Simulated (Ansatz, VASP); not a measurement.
Pt in VASP and in Ansatz

Contents of INCAR:

```
SYSTEM = Pt
ALGO = Fast
EDIFF = 1E-6
EDIFFG = -0.01
ENCUT = 600
GGA = PE
IBRION = 2
ISIF = 3
ISMEAR = 0
LASPH = .TRUE.
LCHARG = .FALSE.
LREAL = .FALSE.
LWAVE = .FALSE.
NELM = 100
NSW = 100
PREC = Accurate
SIGMA = 0.1
```

Contents of KPOINTS:

```
k-points
0
G
  16 16 16
  0 0 0
```

File POSCAR:

```
Pt
1.0
    0.0000000000      2.8893586611      2.8893586611
    2.8893586611      0.0000000000      2.8893586611
    2.8893586611      2.8893586611      0.0000000000
Pt
2
Direct
    0.0000000000      0.0000000000      0.0000000000
    0.2500000000      0.2500000000      0.2500000000
```

Input for Ansatz:

```yaml
crystal:
  lattice:
    - [0.0, 2.8893586611, 2.8893586611]
    - [2.8893586611, 0.0, 2.8893586611]
    - [2.8893586611, 2.8893586611, 0.0]
  atoms:
    - { symbol: Pt, position: [0.0, 0.0, 0.0] }
    - { symbol: Pt, position: [0.25, 0.25, 0.25] }
basis:
  ecutwfc: 420
kpoints:
  mp_grid: { grid: [16, 16, 16] }
hamiltonian:
  xc: pbe
scf:
  occupations: { method: gaussian, width: 0.1 }
output:
  forces: true
  stress: true
  eigenvalues: true
relax:
  adjacent_minimum: "off"
  f_tol: 0.01
  max_steps: 80
  cell: { stress_tol: 0.05 }
```

Alike in both runs: task relaxation of cell and atoms; functional PBE; k mesh 16 × 16 × 16; occupations gaussian, width 0.1 eV; no spin polarisation.

|  | VASP | Ansatz |
| --- | --- | --- |
| version | VASP 6.6.1 | Ansatz 0.2.0 |
| potentials or method | VASP PAW PBE potentials, release 64 (Pt) | scalar-relativistic, plane waves, PAW |
| plane-wave cutoff (eV) | 600 | 420 |
| valence electrons in the cell | 20 | 36 |

|  | VASP | Ansatz | Ansatz less VASP |
| --- | --- | --- | --- |
| gap on the k mesh at the Fermi level, each at its own relaxed structure (eV) | none | none | - |
| relaxed volume (Å³/atom) | 24.00 | 24.07 | +0.074 |
| relaxed cell length with the largest relative difference (Å) | 4.079 | 4.083 | +0.0042 |

A gap of «none» marks a metal or a gap that the smearing closes. The two sets of potentials don't hold the same shells in valence.

The runs have no spin-orbit coupling, so splittings on Pt are missing.
